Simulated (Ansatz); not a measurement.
Runs of Ansatz 0.2.0 on P. Symmetry: R-3m, No. 166, trigonal system. The conventional cell has a = 3.451 Å, b = 3.451 Å, c = 9.389 Å, α = 90.00°, β = 90.00°, γ = 120.00°. P (site symmetry 3m) is surrounded by 3 P at 2.29 Å. This isn't the form of P at room conditions, which is orthorhombic.

```csv
task,level,potentials or basis,spin,cell,cutoff (eV),smearing,basis error allowed,gap on the mesh (eV),pressure (GPa),largest force (eV/Å)
electric field gradients,LDA,all-electron PAW datasets made for the crystal,off,"atoms moved at random, drawn with an rms of 0.1 Å",240,gaussian 0.05 eV,-,none,-3.8,0.41
band structure,PBEsol,"all-electron LAPW, scalar-relativistic",off,"atoms moved at random, drawn with an rms of 0.15 Å",205,gaussian 0.05 eV,0.001 eV/atom,-,(c),0.83
single point,LDA,all-electron PAW datasets made for the crystal,"collinear, antiferromagnetic start",as given,240,fermi-dirac 0.01 eV,-,none,(a),(b)
single point,PBEsol,"all-electron LAPW, scalar-relativistic",off,as given,220,gaussian 0.1 eV,0.001 eV/atom,none,-1.8,0.26
```

Alike in all rows: k mesh 9 × 9 × 9.

Problem. Fill in the values left out.

Solution. (a) -2.9; (b) 0.16; (c) -7.9.

A k mesh can miss the band edges.

A gap of «none» marks a metal or a gap under the smearing width.

Not every run made on this cell is shown here.
